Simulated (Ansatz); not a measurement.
**Relaxation path: Se (hcp type)**

DFT, PBE, PAW with Ansatz's default frozen-core files, scalar-relativistic (Ansatz 0.2.0); a Γ-centred 16×16×9 k mesh, Fermi–Dirac smearing of 0.05 eV, no spin polarisation. The run relaxes cell and atoms at a target pressure of 66 GPa.

Command: `ansatz run input.yaml --threads 1 --pin off --max-ram 3584MiB --backend cpu --events-out ev --progress --plain --runs-dir out` It took 22 s on 1 thread of Intel(R) Xeon(R) 6975P-C (Granite Rapids), on a shared host, peak memory 0.39 GiB.

```yaml
crystal:
  lattice:
    - [2.7036956438, 0.0, 0.0]
    - [-1.3518478219, 2.3414691116, 0.0]
    - [0.0, 0.0, 4.3799869429]
  atoms:
    - { symbol: Se, position: [0.3333333333, 0.6666666667, 0.25] }
    - { symbol: Se, position: [0.6666666667, 0.3333333333, 0.75] }
kpoints:
  mp_grid: { grid: [16, 16, 9] }
scf:
  occupations: { method: fermi_dirac, width: 0.05 }
hamiltonian:
  xc: pbe
  pseudopotentials: { kind: paw }
output:
  forces: true
  stress: true
  eigenvalues: true
relax:
  f_tol: 0.005
  max_steps: 40
  cell: { p_target: 66.0, stress_tol: 0.033 }
```

Each step lists its enthalpy F + pV a cell above the last geometry, the pressure, the cell vectors (Å), and Cartesian positions (Å) with forces (eV/Å).

The first step:

```
step 1  dH = 146.62 meV  P = 64.3 GPa
  cell 2.7037 0.0000 0.0000  -1.3518 2.3415 0.0000  0.0000 0.0000 4.3800
  Se 0.0000 1.5610 1.0950   0.0000 0.0000 0.0000
  Se 1.3518 0.7805 3.2850   0.0000 0.0000 0.0000
```

Q: Where does the relaxation end, and by which steps?

A: After 5 geometries, with conventional a, b, c = 2.882, 2.882, 3.893 Å, at 13.997 Å³/atom (+0.96 % against the start) in space group P6_3/mmc, with a shortest distance of 2.561 Å. The further steps:
```
step 2  dH = 84.91 meV  P = 68.3 GPa
  cell 2.7375 0.0000 0.0000  -1.3688 2.3708 0.0000  0.0000 0.0000 4.2234
  Se 0.0000 1.5805 1.0559   0.0000 0.0000 0.0000
  Se 1.3688 0.7903 3.1676   0.0000 0.0000 0.0000
step 3  dH = 39.22 meV  P = 56.2 GPa
  cell 2.8727 0.0000 0.0000  -1.4363 2.4878 0.0000  0.0000 0.0000 4.0254
  Se 0.0000 1.6585 1.0064   0.0000 0.0000 0.0000
  Se 1.4363 0.8293 3.0191   0.0000 0.0000 0.0000
step 4  dH = 22.24 meV  P = 74.7 GPa
  cell 2.8797 0.0000 0.0000  -1.4398 2.4939 0.0000  0.0000 0.0000 3.8087
  Se 0.0000 1.6626 0.9522   0.0000 0.0000 0.0000
  Se 1.4398 0.8313 2.8565   0.0000 0.0000 0.0000
step 5  dH = 0.00 meV  P = 66.0 GPa
  cell 2.8815 0.0000 0.0000  -1.4408 2.4955 0.0000  0.0000 0.0000 3.8930
  Se 0.0000 1.6637 0.9732   0.0000 0.0000 0.0000
  Se 1.4408 0.8318 2.9197   0.0000 0.0000 0.0000
step 6  dH = 0.06 meV  P = 66.0 GPa  (same geometry on a basis chosen anew; earlier energies don't compare to the last digit)
  cell 2.8815 0.0000 0.0000  -1.4408 2.4955 0.0000  0.0000 0.0000 3.8930
  Se 0.0000 1.6637 0.9732   0.0000 0.0000 0.0000
  Se 1.4408 0.8318 2.9197   0.0000 0.0000 0.0000
```
